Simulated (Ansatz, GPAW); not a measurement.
This is a calculation of Fe3Ge for Ansatz 0.2.0. The cell comes from a database or a generator and needn't be the stable form of this composition.

File input.yaml:

```yaml
crystal:
  lattice:
    - [0.0, 2.8755854299, 2.8755854299]
    - [2.8755854299, 0.0, 2.8755854299]
    - [2.8755854299, 2.8755854299, 0.0]
  atoms:
    - { symbol: Ge, position: [0.0, 0.0, 0.0] }
    - { symbol: Fe, position: [0.75, 0.75, 0.75], spin: 3.0 }
    - { symbol: Fe, position: [0.25, 0.25, 0.25], spin: 3.0 }
    - { symbol: Fe, position: [0.5, 0.5, 0.5], spin: 3.0 }
hamiltonian:
  xc: pbesol
  pseudopotentials: { kind: paw }
magnetization:
  spin_polarized: true
kpoints:
  mp_grid: { grid: [8, 8, 8] }
scf:
  occupations: { method: fermi_dirac, width: 0.05 }
output:
  forces: true
  stress: true
  eigenvalues: true
  write_density: true
  write_potential: true
  elf: true
  volumetric_format: npy
```

Potentials or basis: Ansatz PAW.

Run with:

```bash
$ ansatz run input.yaml --threads 1 --pin off --max-ram 3584MiB --backend cpu --events-out ev --progress --plain --runs-dir out
```

Question: Translate it to GPAW 26.7.0 (ASE script). Potentials or basis there: PAW data sets generated for this functional, cutoff 600 eV.

Answer: As run (cutoffs and basis follow the program's own potentials, and thresholds, step limits or extra output files can differ):

Contents of run.py:

```python
from ase import Atoms
from ase.dft.bandgap import bandgap
from ase.io import write
from ase.units import Bohr, GPa
from gpaw import GPAW, PW, setup_paths
from gpaw.elf import elf_from_dft_calculation

setup_paths.insert(0, '.')

atoms = Atoms(['Ge', 'Fe', 'Fe', 'Fe'],
              cell=[[0.0, 2.8755854299, 2.8755854299],
                    [2.8755854299, 0.0, 2.8755854299],
                    [2.8755854299, 2.8755854299, 0.0]],
              scaled_positions=[[0.0, 0.0, 0.0],
                                [0.75, 0.75, 0.75],
                                [0.25, 0.25, 0.25],
                                [0.5, 0.5, 0.5]],
              pbc=True)
atoms.set_initial_magnetic_moments([0.0, 3.0, 3.0, 3.0])

calc = GPAW(mode=PW(600),
            xc='PBEsol',
            kpts={'size': (8, 8, 8), 'gamma': True},
            occupations={'name': 'fermi-dirac', 'width': 0.05},
            nbands=30,
            convergence={'density': 1e-05, 'energy': 1e-05},
            maxiter=150,
            txt='gpaw.txt')
atoms.calc = calc
energy = atoms.get_potential_energy()
forces = atoms.get_forces()
stress = atoms.get_stress()
calc.write('gs.gpw')
write('result.traj', atoms)
print(f'Energy: {energy:.6f} eV')
print('Forces (eV/A):')
print(forces.round(4))
print('Stress (GPa):', (stress / GPa).round(3))
print('Moments:', calc.get_magnetic_moments().round(3))
print('Fermi level:', round(calc.get_fermi_level(), 4), 'eV')
print(f'Gap: {bandgap(calc)[0]:.4f} eV, direct: {bandgap(calc, direct=True)[0]:.4f} eV')

# fields on the real-space grid
write('density.cube', atoms, data=calc.get_pseudo_density() * Bohr**3)
write('potential.cube', atoms, data=calc.get_electrostatic_potential())
write('spin.cube', atoms, data=(calc.get_pseudo_density(spin=0) - calc.get_pseudo_density(spin=1)) * Bohr**3)
write('elf.cube', atoms, data=elf_from_dft_calculation(calc).data)
```

Potentials or basis: PAW data sets generated in the run's folder for this functional, pw.

Command:

```bash
$ gpaw-setup -f PBEsol Fe Ge
$ OMP_NUM_THREADS=1 python run.py
```

Both were run:

|  | Ansatz | GPAW |
| --- | --- | --- |
| Pressure | -11.0 GPa | -9.0 GPa |
| Net moment | 5.65 μB per cell | 5.66 μB per cell |

Ansatz's pressure holds a Pulay term of +0.08 GPa for its cutoff of 420 eV, which the other run lacks.

The potentials hold 62 and 28 valence electrons a cell.

Ansatz's potentials were made for PBE.

Where Ansatz's input types no cutoff or centring, it takes its own default and a Γ-centred mesh.

The magnetic state is the one that the start led to; the real crystal's order can differ.

The cell lies far from this level's equilibrium.

Pressure is positive in compression.
